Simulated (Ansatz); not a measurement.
# Lanthanum, simple cubic under PBE: ground state and equation of state

What does PBE give for lanthanum in the simple cubic structure? We relax it, solve it on a dense k-mesh, switch on spin-orbit coupling, then scale the cell to 7 volumes from 88 to 112 % of the relaxed one and try a fit of the equation of state. The k-meshes are 9×9×9 for the relaxation; 16×16×16 for the dense run; 10×10×10 for spin-orbit coupling; 16×16×16 for the volumes.

Program: Ansatz 0.2.0. Level of theory: DFT PBE, plane waves (420 eV) with PAW, scalar-relativistic. These are calculated values, not measurements.

## 1. Starting point

The structure is cubic, space group Pm-3m (No. 221). The conventional cell has a = 3.432 Å, b = 3.432 Å, c = 3.432 Å, α = 90.00°, β = 90.00°, γ = 90.00°. La (site symmetry m-3m) has 6 La at 3.43 Å as nearest neighbours.

Coordinates:

```
La
1.0
     3.43156    0.00000    0.00000
     0.00000    3.43156    0.00000
     0.00000    0.00000    3.43156
La
1
Direct
  0.00000 0.00000 0.00000
```

## 2. Relaxing cell and atoms

The input, input.yaml:

```yaml
crystal:
  lattice:
    - [3.4315615435, 0.0, 0.0]
    - [0.0, 3.4315615435, 0.0]
    - [0.0, 0.0, 3.4315615435]
  atoms:
    - { symbol: La, position: [0.0, 0.0, 0.0] }
hamiltonian:
  xc: pbe
  pseudopotentials:
    kind: paw
    azcp:
      La: "pseudopotentials/La.paw.azcp"
basis:
  ecutwfc: 420
  fft_grid_basis: typed
kpoints:
  mp_grid: { grid: [9, 9, 9], shift: [0, 0, 0] }
magnetization:
  spin_polarized: false
scf:
  occupations: { method: fermi_dirac, width: 0.1 }
relax:
  max_steps: 60
  f_tol: 0.01
  cell: {}
```

Further steps of the session: Dense single point; Spin-orbit coupling switched on; Equation of state: 88 %; Equation of state: 92 %; Equation of state: 96 %; Equation of state: 100 %; Equation of state: 104 %; Equation of state: 108 %; Equation of state: 112 %.

What does the calculation give? Wanted: space group; conventional cell; volume; shortest distance; gap on the mesh; relative to dhcp; V₀, B₀, B₀′.

As calculated:

| quantity | value |
| --- | --- |
| space group (spins left aside) | Pm-3m (No. 221) |
| conventional cell | a = 3.327 Å |
| volume | 36.822 Å³/atom |
| shortest distance | 3.327 Å |
| gap on the mesh | none (levels filled in part) |
| relative to dhcp | +504 meV/atom |
| V₀, B₀, B₀′ | 36.598 Å³/atom, 24 GPa, 3.6 |

The relaxation shrank the cell by 8.9 % in volume. Against the reference form of lanthanum (dhcp, computed apart with the same settings) it stands 504 meV/atom higher, so it is far from stable. Levels at the Fermi energy are filled in part, as in a metal. The total energy of the spin-orbit run lies -5.3 eV/atom from the scalar one, but the two kinds of run don't share a zero of energy: only differences within one kind count. The fitted modulus is 24 GPa. The symmetry was held, so the structure may be unstable against distortions that break it.
